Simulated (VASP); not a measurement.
# ZnSe (Stilleite) (F-43m) in VASP: a series of runs

The runs below take ZnSe (Stilleite) through G0W0 quasiparticle levels, with PBE.

All numbers are computed with VASP 6.6.1; they aren't measurements. Logs are shortened: lines on timing, memory, paths and dates and some standing lists are left out, and cuts for length are marked.

**Measured values to compare with.**

“Alloy Disordering Effects on the Thermal Conductivity and Energy Gap Temperature Dependence of Cd1−xZnxSe Ternary Crystals Grown by the Bridgman Method”, 2023, pmc:10253836 reports, for a bulk crystal of ZnSe at 300 K: band gap 2.695 ± 0.003 eV (an exciton energy, a little under the gap).

The results are compared with them further down.

## Step 1: The structure

The structure is cubic, space group F-43m (No. 216). The conventional cell has a = 5.668 Å, b = 5.668 Å, c = 5.668 Å, α = 90.00°, β = 90.00°, γ = 90.00°. Se (site symmetry -43m) has 4 Zn at 2.45 Å as nearest neighbours. Zn (site symmetry -43m) has 4 Se at 2.45 Å as nearest neighbours.

## Step 2: G0W0 quasiparticle levels, PBE

POSCAR

```
ZnSe
1.0
    0.0000000000      2.8338000000      2.8338000000
    2.8338000000      0.0000000000      2.8338000000
    2.8338000000      2.8338000000      0.0000000000
Se Zn
1 1
Direct
    0.7500000000      0.7500000000      0.7500000000
    0.0000000000      0.0000000000      0.0000000000
```

INCAR.step1

```
SYSTEM = ZnSe
ALGO = Normal
EDIFF = 1E-8
ENCUT = 450
GGA = PE
ISMEAR = 0
LASPH = .True.
LCHARG = .False.
LREAL = .False.
LWAVE = .True.
NELM = 60
PREC = Accurate
SIGMA = 0.01
```

INCAR.step2

```
SYSTEM = ZnSe
ALGO = Exact
EDIFF = 1E-8
ENCUT = 450
GGA = PE
ISMEAR = 0
ISTART = 1
LASPH = .True.
LCHARG = .False.
LOPTICS = .True.
LREAL = .False.
LWAVE = .True.
NBANDS = 118
NELM = 1
PREC = Accurate
SIGMA = 0.01
```

INCAR.step3

```
SYSTEM = ZnSe
ALGO = EVGW0
EDIFF = 1E-8
ENCUT = 450
ENCUTGW = 260
GGA = PE
ISMEAR = 0
ISTART = 1
LASPH = .True.
LCHARG = .False.
LREAL = .False.
LWAVE = .False.
NBANDS = 118
NBANDSGW = 17
NELMGW = 1
NOMEGA = 48
PREC = Accurate
PRECFOCK = Fast
SIGMA = 0.01
```

KPOINTS

```
k-points
0
Gamma
  3 3 3
  0 0 0
```

Potentials or basis: VASP PAW PBE potentials, release 64 (Se_GW, Zn_GW).

Launch:

```
$ cat potpaw_PBE.64/Se_GW/POTCAR potpaw_PBE.64/Zn_GW/POTCAR > POTCAR
$ cp INCAR.step1 INCAR
$ mpirun -np 1 vasp_std > vasp.out
$ cp INCAR.step2 INCAR
$ mpirun -np 1 vasp_std > vasp.out
$ cp INCAR.step3 INCAR
$ mpirun -np 1 vasp_std > vasp.out
```

OUTCAR:

```text
SYSTEM = ZnSe
   EDIFF = 1E-8
   ENCUT = 450
   ENCUTGW = 260
   GGA = PE
   ISMEAR = 0
   ISTART = 1
   LASPH = .True.
   LREAL = .False.
   NELMGW = 1
   PREC = Accurate
   PRECFOCK = Fast

 Found      4 irreducible k-points:

 Following reciprocal coordinates:
            Coordinates               Weight
  0.000000  0.000000  0.000000      1.000000
  0.333333  0.000000  0.000000      8.000000
  0.333333  0.333333  0.000000      6.000000
 -0.333333  0.333333  0.000000     12.000000
   k-points           NKPTS =      4   k-points in BZ     NKDIM =     27   number of bands    NBANDS=    118
   number of dos      NEDOS =    301   number of ions     NIONS =      2
   total plane-waves  NPLWV =  21952
   dimension x,y,z NGX =    28 NGY =   28 NGZ =   28
   dimension x,y,z NGXF=    56 NGYF=   56 NGZF=   56
   ions per type =               1   1
   NGX,Y,Z   is equivalent  to a cutoff of  11.62, 11.62, 11.62 a.u.
   NGXF,Y,Z  is equivalent  to a cutoff of  23.23, 23.23, 23.23 a.u.
 SYSTEM =  ZnSe
   PREC   = accura    normal or accurate (medium, high low for compatibility)
   ISTART =      1    job   : 0-new  1-cont  2-samecut
   ICHARG =      0    charge: 1-file 2-atom 10-const
   ISPIN  =      1    spin polarized calculation?
   LNONCOLLINEAR =      F non collinear calculations
   LSORBIT =      F    spin-orbit coupling
   LASPH  =      T    aspherical Exc in radial PAW
   ENCUT  =  450.0 eV  33.07 Ry    5.75 a.u.   6.93  6.93  6.93*2*pi/ulx,y,z
   NELM   =     60;   NELMIN=  2; NELMDL=  0     # of ELM steps
   EDIFF  = 0.1E-07   stopping-criterion for ELM
   LREAL  =      F    real-space projection
   EDIFFG = 0.1E-06   stopping-criterion for IOM
   NSW    =      0    number of steps for IOM
   IBRION =     -1    ionic relax: 0-MD 1-quasi-New 2-CG
   NFREE  =      0    steps in history (QN), initial steepest desc. (CG)
   ISIF   =      0    stress and relaxation
   ISYM   =      3    0-nonsym 1-usesym 2-fastsym
   POTIM  = 0.5000    time-step for ionic-motion
   TEBEG  =    0.0;   TEEND  =   0.0 temperature during run
   PSTRESS=    0.0 pullay stress
   NELECT =      18.0000    total number of electrons
   NUPDOWN=      -1.0000    fix difference up-down
   EMIN   =  10.00;   EMAX   =-10.00  energy-range for DOS
   EFERMI =   0.00;   METHOD = LEGACY
   ISMEAR =     0;   SIGMA  =   0.01  broadening in eV -4-tet -1-fermi 0-gaus
   EFERMI_NEDOS =   21; number of points for ismear=-14 and -15
   IALGO  =     38    algorithm
   IMIX   =      4    mixing-type and parameters
     AMIX     =   0.40;   BMIX     =  1.00
     AMIX_MAG =   1.60;   BMIX_MAG =  1.00
  volume/ion in A,a.u.               =      22.76       153.57
  Fermi-wavevector in a.u.,A,eV,Ry     =   1.201673  2.270834 19.647073  1.444019
  Thomas-Fermi vector in A             =   2.337476
   LORBIT       =      0    0 simple, 1 ext, 2 COOP (PROOUT), +10 PAW based schemes
   GGA     = PE    functional components
   LHFCALC =     T    Hartree Fock is set to
   PRECFOCK=fast      Normal, Fast or Accurate (Low or Medium for compatibility)
   ENCUT4O =  -1.0   cutoff for four orbital integrals eV
   NKREDX  =     1    reduce k-point grid by
   NKREDY  =     1    reduce k-point grid by
   NKREDZ  =     1    reduce k-point grid by
   AEXX    =    1.0000 exact exchange contribution
   HFSCREEN=    0.0000 screening length (either q_TF or 0.3 A-1)
   HFSCREENC=   0.0000 screening length for correlation (either q_TF or 0.3 A-1)
   ENCUTFOCK=  -1.0 apply spherical cutoff to Coloumb kernel
   IVDW    =     0    specifies the selected vdW correction
   LEPSILON=     F    determine dielectric tensor
   LRPA    =     F    only Hartree local field effects (RPA)
   LRPAFORCE           =     F    calculate RPA forces
   ENCUTGW             = 260.0    cutoff for response function in eV
   ENCUTGWSOFT         = 208.0    soft cutoff for Coulomb kernel in GW response function in eV
   ENCUTLF             =  -1.0    cutoff for local field effects
   NELMGW              =     1    number of iterations in solving QP/BSE equation
   NELMHF              =     1    number of iterations in the inner HF iteration
   NKREDLFX            =     1    NKREDLFY  =   1   NKREDLFZ  =   1
 non-spin polarized calculation
 Gauss-broadening in eV      SIGMA  =   0.01
  energy-cutoff  :      450.00
  volume of cell :       45.51
 maximum number of plane-waves:      1002
  NGX = 16; NGY = 16; NGZ = 16
   NGX = 13   NGY = 13   NGZ = 13
 maximum number of plane-waves:       444

 QP shifts <psi_nk| G(iteration)W_0 |psi_nk>: iteration 1
 for sc-GW calculations column KS-energies equals QP-energies in previous step
 and V_xc(KS)=  KS-energies - (<T + V_ion + V_H > + <T+V_H+V_ion>^1  + <V_x>^1)

 k-point   1 :       0.0000    0.0000    0.0000
  band No.  KS-energies  QP-energies   sigma(KS)   V_xc(KS)     V^pw_x(r,r')   Z            occupation Imag(sigma)

      1     -10.5025     -11.0793     -13.1743     -12.3078     -19.8306       0.6656       2.0000       1.1557
      2      -3.8950      -5.2618     -21.7619     -19.7053     -30.8897       0.6646       2.0000       0.2915
      3      -3.8950      -5.2618     -21.7619     -19.7053     -30.8897       0.6646       2.0000       0.2915
      4      -3.8950      -5.2618     -21.7619     -19.7053     -30.8897       0.6646       2.0000       0.2915
      5      -3.5352      -4.9597     -22.6275     -20.4968     -32.0216       0.6685       2.0000       0.2742
      6      -3.5352      -4.9597     -22.6275     -20.4968     -32.0216       0.6685       2.0000       0.2742
[... 9 lines left out ...]
     16      14.1442      14.3588     -10.0329     -10.3197      -4.9907       0.7483       0.0000      -0.2566
     17      15.7309      15.5595      -7.7903      -7.5616      -2.2362       0.7493       0.0000      -0.5052

 k-point   2 :       0.3333    0.0000    0.0000
  band No.  KS-energies  QP-energies   sigma(KS)   V_xc(KS)     V^pw_x(r,r')   Z            occupation Imag(sigma)

      1      -9.9290     -10.4744     -13.5455     -12.7264     -20.0665       0.6659       2.0000       1.0528
      2      -3.8250      -5.2004     -21.9016     -19.8401     -31.0693       0.6672       2.0000       0.2900
      3      -3.8250      -5.2004     -21.9016     -19.8401     -31.0693       0.6672       2.0000       0.2900
      4      -3.7224      -5.0531     -20.9437     -18.9596     -29.5970       0.6707       2.0000       0.2926
      5      -3.5286      -4.9577     -22.6420     -20.5138     -32.0526       0.6715       2.0000       0.2762
      6      -3.5286      -4.9577     -22.6420     -20.5138     -32.0526       0.6715       2.0000       0.2762
[... 9 lines left out ...]
     16      13.7323      13.8488      -9.4490      -9.6043      -4.3199       0.7506       0.0000      -0.2815
     17      18.1579      18.3148      -9.1730      -9.3821      -2.9821       0.7509       0.0000      -0.6927

 k-point   3 :       0.3333    0.3333    0.0000
  band No.  KS-energies  QP-energies   sigma(KS)   V_xc(KS)     V^pw_x(r,r')   Z            occupation Imag(sigma)

      1      -9.7351     -10.2707     -13.6833     -12.8763     -20.1594       0.6638       2.0000       1.0132
      2      -3.8848      -5.1939     -20.4816     -18.5260     -28.9470       0.6694       2.0000       0.2912
      3      -3.7209      -5.1083     -22.1573     -20.0822     -31.4143       0.6686       2.0000       0.2899
      4      -3.7209      -5.1083     -22.1573     -20.0822     -31.4143       0.6686       2.0000       0.2899
      5      -3.5311      -4.9368     -22.3400     -20.2425     -31.6336       0.6702       2.0000       0.2807
      6      -3.4995      -4.9357     -22.7064     -20.5767     -32.1335       0.6744       2.0000       0.2749
[... 9 lines left out ...]
     16      17.9374      18.0619      -8.8454      -9.0119      -2.8043       0.7477       0.0000      -0.6466
     17      19.3955      19.4763      -9.4207      -9.5269      -3.5001       0.7600       0.0000      -0.7948

 k-point   4 :      -0.3333    0.3333    0.0000
  band No.  KS-energies  QP-energies   sigma(KS)   V_xc(KS)     V^pw_x(r,r')   Z            occupation Imag(sigma)

      1      -9.4978     -10.0300     -13.9219     -13.1236     -20.3582       0.6667       2.0000       0.9690
      2      -3.7977      -5.1648     -21.5894     -19.5462     -30.5782       0.6691       2.0000       0.2886
      3      -3.7177      -5.1041     -22.1602     -20.0899     -31.4135       0.6697       2.0000       0.2891
      4      -3.5758      -4.9968     -22.5124     -20.3898     -31.9116       0.6695       2.0000       0.2819
      5      -3.5272      -4.9577     -22.6318     -20.5059     -32.0440       0.6729       2.0000       0.2767
      6      -3.2992      -4.6759     -22.2686     -20.2218     -31.4303       0.6726       2.0000       0.2874
[... 9 lines left out ...]
     16      18.2675      18.3296      -8.8805      -8.9631      -2.8492       0.7506       0.0000      -0.6607
     17      18.9634      18.9351      -8.4853      -8.4479      -2.5833       0.7553       0.0000      -0.6812
```

OUTCAR.step2:

```text
SYSTEM = ZnSe
   EDIFF = 1E-8
   ENCUT = 450
   GGA = PE
[... 538 lines left out ...]
  --------------------------------------------------------------------------------------------------------------
     0.00000    26.23988    26.23988    26.23988    -0.00000    -0.00000     0.00000
     1.33874   -33.96779   -33.96779   -33.96779    -0.00000    -0.00000     0.00000
     2.67748    16.71241    16.71241    16.71241    -0.00000    -0.00000     0.00000
     4.01622    -1.00913    -1.00913    -1.00913    -0.00000    -0.00000    -0.00000
     5.35496    -1.25508    -1.25508    -1.25508     0.00000     0.00000    -0.00000
     6.69370     1.72845     1.72845     1.72845     0.00000     0.00000     0.00000
[... 92 lines left out ...]
   131.19660     0.97039     0.97039     0.97039     0.00000     0.00000    -0.00000
   132.53534     0.97107     0.97107     0.97107     0.00000     0.00000    -0.00000
```

Run time: 42 s. Hardware: 1 thread of Intel Xeon 6975P-C (Granite Rapids), shared host; peak memory 0.49 GiB.

These settings aren't checked as converged: the numbers below hold their error.

Results:

* Band gap on the k mesh, mean-field level: 1.24 eV, direct
* Quasiparticle gap: 2.32 eV
* Least direct quasiparticle gap: 2.32 eV

Caveat: the k mesh is coarse (spacing up to 0.64 Å⁻¹), so the values aren't converged; bands, screening cutoff and mesh are small and nothing is extrapolated, so the quasiparticle values aren't converged.

## Step 3: G0W0 quasiparticle levels, PBE

POSCAR is that of step 2.

INCAR.step1 is that of step 2.

Changes to INCAR.step2 since step 2:

```diff
@@ -12,3 +12,3 @@
 LWAVE = .True.
-NBANDS = 118
+NBANDS = 282
 NELM = 1
```

Changes to INCAR.step3 since step 2:

```diff
@@ -4,3 +4,3 @@
 ENCUT = 450
-ENCUTGW = 260
+ENCUTGW = 200
 GGA = PE
@@ -12,3 +12,3 @@
 LWAVE = .False.
-NBANDS = 118
+NBANDS = 282
 NBANDSGW = 17
```

KPOINTS is that of step 2.

Potentials or basis: VASP PAW PBE potentials, release 64 (Se_GW, Zn_GW).

Launch:

```
$ cat potpaw_PBE.64/Se_GW/POTCAR potpaw_PBE.64/Zn_GW/POTCAR > POTCAR
$ cp INCAR.step1 INCAR
$ mpirun -np 1 vasp_std > vasp.out
$ cp INCAR.step2 INCAR
$ mpirun -np 1 vasp_std > vasp.out
$ cp INCAR.step3 INCAR
$ mpirun -np 1 vasp_std > vasp.out
```

OUTCAR:

```text
SYSTEM = ZnSe
   EDIFF = 1E-8
   ENCUT = 450
   ENCUTGW = 200
   GGA = PE
   ISMEAR = 0
   ISTART = 1
   LASPH = .True.
   LREAL = .False.
   NELMGW = 1
   PREC = Accurate
   PRECFOCK = Fast

 Found      4 irreducible k-points:

 Following reciprocal coordinates:
            Coordinates               Weight
  0.000000  0.000000  0.000000      1.000000
  0.333333  0.000000  0.000000      8.000000
  0.333333  0.333333  0.000000      6.000000
 -0.333333  0.333333  0.000000     12.000000
[... 59 lines left out ...]
   ENCUTGWSOFT         = 160.0    soft cutoff for Coulomb kernel in GW response function in eV
   ENCUTLF             =  -1.0    cutoff for local field effects
   NELMGW              =     1    number of iterations in solving QP/BSE equation
   NELMHF              =     1    number of iterations in the inner HF iteration
   NKREDLFX            =     1    NKREDLFY  =   1   NKREDLFZ  =   1
 non-spin polarized calculation
 Gauss-broadening in eV      SIGMA  =   0.01
  energy-cutoff  :      450.00
  volume of cell :       45.51
 maximum number of plane-waves:      1002
  NGX = 16; NGY = 16; NGZ = 16
   NGX = 13   NGY = 13   NGZ = 13
 maximum number of plane-waves:       302

 QP shifts <psi_nk| G(iteration)W_0 |psi_nk>: iteration 1
 for sc-GW calculations column KS-energies equals QP-energies in previous step
 and V_xc(KS)=  KS-energies - (<T + V_ion + V_H > + <T+V_H+V_ion>^1  + <V_x>^1)

 k-point   1 :       0.0000    0.0000    0.0000
  band No.  KS-energies  QP-energies   sigma(KS)   V_xc(KS)     V^pw_x(r,r')   Z            occupation Imag(sigma)

      1     -10.5025     -11.1927     -13.3353     -12.3078     -19.8306       0.6717       2.0000       0.9914
      2      -3.8950      -5.3714     -21.9186     -19.7053     -30.8897       0.6670       2.0000       0.1918
      3      -3.8950      -5.3714     -21.9186     -19.7053     -30.8897       0.6670       2.0000       0.1918
      4      -3.8950      -5.3714     -21.9186     -19.7053     -30.8897       0.6670       2.0000       0.1918
      5      -3.5352      -5.0654     -22.7774     -20.4968     -32.0216       0.6710       2.0000       0.1805
      6      -3.5352      -5.0654     -22.7774     -20.4968     -32.0216       0.6710       2.0000       0.1805
[... 59 lines left out ...]
      3      -3.7177      -5.2148     -22.3162     -20.0899     -31.4135       0.6724       2.0000       0.1904
      4      -3.5758      -5.1032     -22.6630     -20.3898     -31.9116       0.6719       2.0000       0.1862
      5      -3.5272      -5.0633     -22.7812     -20.5059     -32.0440       0.6751       2.0000       0.1824
      6      -3.2992      -4.7843     -22.4233     -20.2218     -31.4303       0.6745       2.0000       0.1877
[... 9 lines left out ...]
     16      18.2675      18.2062      -9.0454      -8.9631      -2.8492       0.7452       0.0000      -0.6605
     17      18.9634      18.8301      -8.6246      -8.4479      -2.5833       0.7543       0.0000      -0.6778
```

OUTCAR.step1:

```text
SYSTEM = ZnSe
   EDIFF = 1E-8
   ENCUT = 450
   GGA = PE
   ISMEAR = 0
   LASPH = .True.
   LREAL = .False.
[... 170 lines left out ...]
      4.25070      4.25070      4.25070        -0.000000     -0.000000     -0.000000
      0.00000      0.00000      0.00000         0.000000      0.000000      0.000000
 -----------------------------------------------------------------------------------
    total drift:                               -0.000001     -0.000001     -0.000001

  FREE ENERGIE OF THE ION-ELECTRON SYSTEM (eV)
  ---------------------------------------------------
  free  energy   TOTEN  =        -5.7435854919 eV

  energy  without entropy=       -5.7435854919  energy(sigma->0) =       -5.74358549
```

OUTCAR.step2:

```text
SYSTEM = ZnSe
   EDIFF = 1E-8
   ENCUT = 450
   GGA = PE
[... 538 lines left out ...]
  --------------------------------------------------------------------------------------------------------------
     0.00000    27.65811    27.65811    27.65811    -0.00000     0.00000    -0.00000
     2.36453    11.70788    11.70788    11.70788    -0.00000    -0.00000    -0.00000
     4.72905    13.03565    13.03565    13.03565     0.00000     0.00000    -0.00000
     7.09358    -5.85752    -5.85752    -5.85752    -0.00000    -0.00000     0.00000
     9.45810    -1.70536    -1.70536    -1.70536    -0.00000     0.00000    -0.00000
    11.82263    -2.66548    -2.66548    -2.66548    -0.00000    -0.00000     0.00000
[... 92 lines left out ...]
   231.72356     0.99007     0.99007     0.99007     0.00000    -0.00000     0.00000
   234.08809     0.99029     0.99029     0.99029     0.00000    -0.00000     0.00000
```

Run time: 48 s. Hardware: 1 thread of Intel Xeon 6975P-C (Granite Rapids), shared host; peak memory 0.4 GiB.

The run converged, but some of its settings lie outside the range that counts as converged, so its numbers aren't taken as properties of the crystal.

What came out:

```
Band gap on the k mesh, mean-field level : 1.24 eV, direct
Quasiparticle gap                        : 2.32 eV
Least direct quasiparticle gap           : 2.32 eV
```

Caveat: the k mesh is coarse (spacing up to 0.64 Å⁻¹), so the values aren't converged; bands, screening cutoff and mesh are small and nothing is extrapolated, so the quasiparticle values aren't converged.

(Continued in part 2 of 3.)
